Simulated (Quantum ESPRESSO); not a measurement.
# Mo (Im-3m) in Quantum ESPRESSO: convergence with k mesh

Aim: find how far k mesh must go before the results for Mo settle, at PBE. This setting moves, with any that are tied to it; all else stays.

Program: Quantum ESPRESSO 7.5. These are calculated values, not measurements. Logs are shortened: lines on timing, memory, paths and dates and some standing lists are left out, and cuts for length are marked.

### Step 1. Starting point

The structure is cubic, space group Im-3m (No. 229). The conventional cell has a = 3.168 Å, b = 3.168 Å, c = 3.168 Å, α = 90.00°, β = 90.00°, γ = 90.00°. Around Mo (site symmetry m-3m) lie 8 Mo at 2.74 Å.

### Step 2. With k mesh 2 × 2 × 2

Contents of pw.in:

```
&CONTROL
  calculation = 'scf'
  prefix = 'pwscf'
  outdir = './tmp'
  pseudo_dir = './pseudo'
  tprnfor = .true.
  tstress = .true.
  disk_io = 'nowf'
/
&SYSTEM
  ibrav = 0
  nat = 1
  ntyp = 1
  ecutwfc = 80
  nbnd = 13
  occupations = 'smearing'
  smearing = 'fd'
  degauss = 0.00734986
/
&ELECTRONS
  conv_thr = 2d-10
  electron_maxstep = 120
  mixing_beta = 0.5
/
ATOMIC_SPECIES
Mo    95.9500 Mo.upf
CELL_PARAMETERS angstrom
  -1.5838089719    1.5838089719    1.5838089719
   1.5838089719   -1.5838089719    1.5838089719
   1.5838089719    1.5838089719   -1.5838089719
ATOMIC_POSITIONS crystal
Mo     0.0000000000    0.0000000000    0.0000000000
K_POINTS automatic
2 2 2 0 0 0
```

Potentials or basis: Ansatz NC SR PBE.

On the command line:

```
OMP_NUM_THREADS=1 pw.x -in pw.in > pw.out
```

It took 1.4 s on 1 thread of Arm Neoverse V1, shared host; peak memory 0.05 GiB.

What came out:

```
Free energy            : -1910.7294 eV
Pressure               : 8.8 GPa
Band gap on the k mesh : none (metal or under the smearing width)
```

### Step 3. With k mesh 4 × 4 × 4

Edit pw.in of step 2 so:

```diff
@@ -33,2 +33,2 @@
 K_POINTS automatic
-2 2 2 0 0 0
+4 4 4 0 0 0
```

Potentials or basis: Ansatz NC SR PBE.

On the command line:

```
OMP_NUM_THREADS=1 pw.x -in pw.in > pw.out
```

Wall time 2.1 s (1 thread of Arm Neoverse V1, shared host); peak memory 0.05 GiB.

What came out:

| Item | Value |
| --- | --- |
| Free energy | -1911.8138 eV |
| Pressure | -1.1 GPa |
| Band gap on the k mesh | none (metal or under the smearing width) |

### Step 4. With k mesh 5 × 5 × 5

Edit pw.in of step 3 so:

```diff
@@ -33,2 +33,2 @@
 K_POINTS automatic
-4 4 4 0 0 0
+5 5 5 0 0 0
```

On the command line:

```
OMP_NUM_THREADS=1 pw.x -in pw.in > pw.out
```

It took 2.5 s on 1 thread of Arm Neoverse V1, shared host; peak memory 0.05 GiB.

Results:

- Free energy: -1911.9014 eV
- Pressure: -3.7 GPa
- Band gap on the k mesh: none (metal or under the smearing width)

### Step 5. With k mesh 7 × 7 × 7

Edit pw.in of step 4 so:

```diff
@@ -33,2 +33,2 @@
 K_POINTS automatic
-5 5 5 0 0 0
+7 7 7 0 0 0
```

On the command line:

```
OMP_NUM_THREADS=1 pw.x -in pw.in > pw.out
```

Wall time 4.5 s (1 thread of Arm Neoverse V1, shared host); peak memory 0.05 GiB.

What came out:

* Free energy: -1911.8316 eV
* Pressure: -1.1 GPa
* Band gap on the k mesh: none (metal or under the smearing width)

### Step 6. With k mesh 9 × 9 × 9

Edit pw.in of step 5 so:

```diff
@@ -33,2 +33,2 @@
 K_POINTS automatic
-7 7 7 0 0 0
+9 9 9 0 0 0
```

Potentials or basis: Ansatz NC SR PBE.

On the command line:

```
OMP_NUM_THREADS=1 pw.x -in pw.in > pw.out
```

It took 7.6 s on 1 thread of Arm Neoverse V1, shared host; peak memory 0.05 GiB.

It converged, with:

- Free energy: -1911.8735 eV
- Pressure: -1.8 GPa
- Band gap on the k mesh: none (metal or under the smearing width)

### Step 7. With k mesh 11 × 11 × 11

Edit pw.in of step 6 so:

```diff
@@ -33,2 +33,2 @@
 K_POINTS automatic
-9 9 9 0 0 0
+11 11 11 0 0 0
```

On the command line:

```
OMP_NUM_THREADS=1 pw.x -in pw.in > pw.out
```

It took 12 s on 1 thread of Arm Neoverse V1, shared host; peak memory 0.05 GiB.

The run converged. Its results:

| Property | Result |
| --- | --- |
| Free energy | -1911.8422 eV |
| Pressure | -1.2 GPa |
| Band gap on the k mesh | none (metal or under the smearing width) |

### Step 8. With k mesh 12 × 12 × 12

Edit pw.in of step 7 so:

```diff
@@ -33,2 +33,2 @@
 K_POINTS automatic
-11 11 11 0 0 0
+12 12 12 0 0 0
```

On the command line:

```
OMP_NUM_THREADS=1 pw.x -in pw.in > pw.out
```

Run time: 15 s. Hardware: 1 thread of Arm Neoverse V1, shared host; peak memory 0.06 GiB.

The run converged. Its results:

```yaml
Free_energy: -1911.8686 eV
Pressure: -1.8 GPa
Band_gap_on_the_k_mesh: none (metal or under the smearing width)
```

### Step 9. With k mesh 14 × 14 × 14

Edit pw.in of step 8 so:

```diff
@@ -33,2 +33,2 @@
 K_POINTS automatic
-12 12 12 0 0 0
+14 14 14 0 0 0
```

Potentials or basis: Ansatz NC SR PBE.

On the command line:

```
OMP_NUM_THREADS=1 pw.x -in pw.in > pw.out
```

Run time: 22 s. Hardware: 1 thread of Arm Neoverse V1, shared host; peak memory 0.07 GiB.

Results (log left out):

| Quantity | Value |
| --- | --- |
| Free energy | -1911.8515 eV |
| Pressure | -1.2 GPa |
| Band gap on the k mesh | none (metal or under the smearing width) |

### Step 10. With k mesh 17 × 17 × 17

Edit pw.in of step 9 so:

```diff
@@ -33,2 +33,2 @@
 K_POINTS automatic
-14 14 14 0 0 0
+17 17 17 0 0 0
```

Potentials or basis: Ansatz NC SR PBE.

On the command line:

```
OMP_NUM_THREADS=1 pw.x -in pw.in > pw.out
```

pw.out:

```text
[... set-up lines left out ...]
     Self-consistent Calculation

     iteration #  1     ecut=    80.00 Ry     beta= 0.50
     Davidson diagonalization with overlap
     ethr =  1.00E-02,  avg # of iterations =  4.0

     Threshold (ethr) on eigenvalues was too large:
     Diagonalizing with lowered threshold

     Davidson diagonalization with overlap
     ethr =  9.25E-04,  avg # of iterations =  1.0

     total energy              =    -140.49963977 Ry
     estimated scf accuracy    <       0.13098453 Ry

     iteration #  2     ecut=    80.00 Ry     beta= 0.50
     Davidson diagonalization with overlap
     ethr =  9.36E-04,  avg # of iterations =  2.0

     total energy              =    -140.51891003 Ry
     estimated scf accuracy    <       0.00401237 Ry

     iteration #  3     ecut=    80.00 Ry     beta= 0.50
     Davidson diagonalization with overlap
     ethr =  2.87E-05,  avg # of iterations =  2.4

     total energy              =    -140.51906263 Ry
     estimated scf accuracy    <       0.00070511 Ry

     iteration #  4     ecut=    80.00 Ry     beta= 0.50
     Davidson diagonalization with overlap
     ethr =  5.04E-06,  avg # of iterations =  1.8

     total energy              =    -140.51908273 Ry
     estimated scf accuracy    <       0.00000399 Ry

     iteration #  5     ecut=    80.00 Ry     beta= 0.50
     Davidson diagonalization with overlap
     ethr =  2.85E-08,  avg # of iterations =  2.6

     total energy              =    -140.51908477 Ry
     estimated scf accuracy    <       0.00000031 Ry

     iteration #  6     ecut=    80.00 Ry     beta= 0.50
     Davidson diagonalization with overlap
     ethr =  2.23E-09,  avg # of iterations =  2.0

     total energy              =    -140.51908483 Ry
     estimated scf accuracy    <          7.8E-09 Ry

     iteration #  7     ecut=    80.00 Ry     beta= 0.50
     Davidson diagonalization with overlap
     ethr =  5.60E-11,  avg # of iterations =  2.3

     total energy              =    -140.51908483 Ry
     estimated scf accuracy    <          6.0E-10 Ry

     iteration #  8     ecut=    80.00 Ry     beta= 0.50
     Davidson diagonalization with overlap
     ethr =  4.29E-12,  avg # of iterations =  1.8

     End of self-consistent calculation

     Number of k-points >= 100: set verbosity='high' to print the bands.

     the Fermi energy is    20.9849 ev

!    total energy              =    -140.51908483 Ry
     estimated scf accuracy    <          2.0E-12 Ry
     smearing contrib. (-TS)   =      -0.00147514 Ry
     internal energy E=F+TS    =    -140.51760969 Ry

     The total energy is F=E-TS. E is the sum of the following terms:
     one-electron contribution =     -18.72474322 Ry
     hartree contribution      =      17.97384500 Ry
     xc contribution           =     -20.60566036 Ry
     ewald contribution        =    -119.16105111 Ry

     convergence has been achieved in   8 iterations

     Forces acting on atoms (cartesian axes, Ry/au):

     atom    1 type  1   force =     0.00000000    0.00000000    0.00000000

     Total force =     0.000000     Total SCF correction =     0.000000

     Computing stress (Cartesian axis) and pressure

          total   stress  (Ry/bohr**3)                   (kbar)     P=      -15.10
  -0.00010268   0.00000000   0.00000000          -15.10        0.00        0.00
   0.00000000  -0.00010268  -0.00000000            0.00      -15.10       -0.00
   0.00000000  -0.00000000  -0.00010268            0.00       -0.00      -15.10

=------------------------------------------------------------------------------=
   JOB DONE.
=------------------------------------------------------------------------------=
```

It took 34 s on 1 thread of Arm Neoverse V1, shared host; peak memory 0.08 GiB.

Results:

```
Free energy            : -1911.8595 eV
Pressure               : -1.5 GPa
Band gap on the k mesh : none (metal or under the smearing width)
```

### Step 11. The series at a glance

```
      k mesh  energy less the tightest run, at zero smearing (meV/atom)  pressure (GPa)  SCF cycles  CPU time (s)  peak memory (GiB)
   2 × 2 × 2                                                    1234.25            8.77          15           1.4               0.05
   4 × 4 × 4                                                      38.23           -1.14           8           2.1               0.05
   5 × 5 × 5                                                     -31.36           -3.68           8           2.5               0.05
   7 × 7 × 7                                                      34.59           -1.10           8           4.5               0.05
   9 × 9 × 9                                                     -14.04           -1.82           8           7.6               0.05
11 × 11 × 11                                                      22.66           -1.20           8            12               0.05
12 × 12 × 12                                                     -12.28           -1.77           8            15               0.06
14 × 14 × 14                                                      12.05           -1.17           8            22               0.07
17 × 17 × 17                                                       0.00           -1.51           8            34               0.08
```

Not settled before the last step: the energy (to 1 meV/atom), the pressure (to 0.1 GPa). Meshes of other sizes hit other points, so gaps and Fermi surfaces needn't settle smoothly. The tightest run that finished is the yardstick and may itself not be fully converged.
